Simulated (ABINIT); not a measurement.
A run of ABINIT 10.8.3 (patched build):

The input run.abi:

```
# Datasets: ground state, then fixed potential
ndtset 2

# Pseudopotentials
pp_dirpath "./"
pseudos "W.GGA_PBE-JTH.xml, C.GGA_PBE-JTH.xml"

# Structure
acell 3*1.0
rprim
     5.4924889812     0.0000000000     0.0000000000
    -2.7462444906     4.7566349877     0.0000000000
     0.0000000000     0.0000000000     5.3603971251
ntypat 2
znucl 74 6
natom 2
typat 1 2
xcart
     0.0000000000     0.0000000000     0.0000000000
     2.7462444909     1.5855449958     2.6801985626

# Plane-wave basis
ecut 20.0
pawecutdg 40.0

# Exchange and correlation
ixc -150130

# Bands and occupations
occopt 3
tsmear 0.05 eV

# Spin
nspinor 2
nspden 1
pawspnorb 1

# SCF cycle
nstep 100

# Output
iomode 3
prtwf 0
prteig 0
prtebands 0
enunit 1
prtden1 1
prtvha1 1
prtvclmb1 1
prtpot1 1

# Dataset 1
kptopt1 4
ngkpt1 10 10 9
nshiftk1 1
shiftk1 0.0 0.0 0.0
nband1 26
tolvrs1 1.0e-9

# Dataset 2: bands along G-M-K-G-A-L-H-A
iscf2 -2
getden2 1
nband2 34
nbdbuf2 2
tolwfr2 1.0e-12
kptopt2 -7
ndivsm2 6
prteig2 1
prtvol2 -3
kptbounds2
     0.0000000000     0.0000000000     0.0000000000
     0.5000000000     0.0000000000     0.0000000000
     0.3333333333     0.3333333333     0.0000000000
     0.0000000000     0.0000000000     0.0000000000
     0.0000000000     0.0000000000     0.5000000000
     0.5000000000     0.0000000000     0.5000000000
     0.3333333333     0.3333333333     0.5000000000
     0.0000000000     0.0000000000     0.5000000000
```

Potentials or basis: JTH PAW PBE v2.0.

Run with:

```bash
$ abinit run.abi > log 2>&1
```

Hardware: 1 thread of Intel(R) Xeon(R) Platinum 8175M CPU @ 2.50GHz (Skylake/Cascade Lake) (shared host).

Task: Estimate the wall time of this run.

Result: Run time: 5.2 min on 1 thread of Intel(R) Xeon(R) Platinum 8175M CPU @ 2.50GHz (Skylake/Cascade Lake), with other jobs on the host, peak memory 0.2 GiB. Counts: scf iterations 15, mpi ranks 1, k points 158, bands 26, plane waves 617.
